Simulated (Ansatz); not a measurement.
# Does disorder add resistance in series? Ag(111) layers with 12.5 % Rh

Two lengths of the disordered region are known. What area resistance does the third give?

**Method.** Ansatz 0.2.0, plane waves with PAW datasets at their recommended cutoffs (420 eV for most), Fermi-Dirac smearing; ballistic transmission by layer matching. The area resistance is RA = A (h/2e²)(1/T − 1/N), with T the zone-mean transmission per spin and N the lead's channels, both averaged over a few energies near the Fermi level; for magnets each spin is taken apart, with h/e², and the two conduct in parallel. Lateral cell 2x2, PBE, a fresh random draw for each length.

The runs, with one result withheld:

```
length (Å)  channels N  RA (fΩ m²)
      9.44       3.266       0.544
      18.9       3.266        1.29
      28.3       3.266           ?
```

Worked fit:

Ohm's law makes RA linear in the length: the slope is (1.29 − 0.544)/(18.9 − 9.44) = 0.0791 fΩ m² per Å, or 79 µΩ cm. Then 1.29 + 0.0791 × 9.44. Predicted: 2.04 fΩ m².

**The withheld run.**

1.56 fΩ m², so the prediction is 30 % too high. The three lengths together give 54 µΩ cm. Single draws scatter; these runs don't part the causes of the miss, and leave the question open.

Caveats: The scatterers repeat sideways with the small cell. The slope is a raw one; a model of isotropic scattering puts it 1.02 times the bulk value over these lengths. Atoms sit unrelaxed on the host's lattice, and the pair may not mix at random in practice.

[Logs are printed without paths, hosts, clocks, repeated set-up lines and the standing remarks that a program may print on its own settings, such as how far it seeks lower states.]
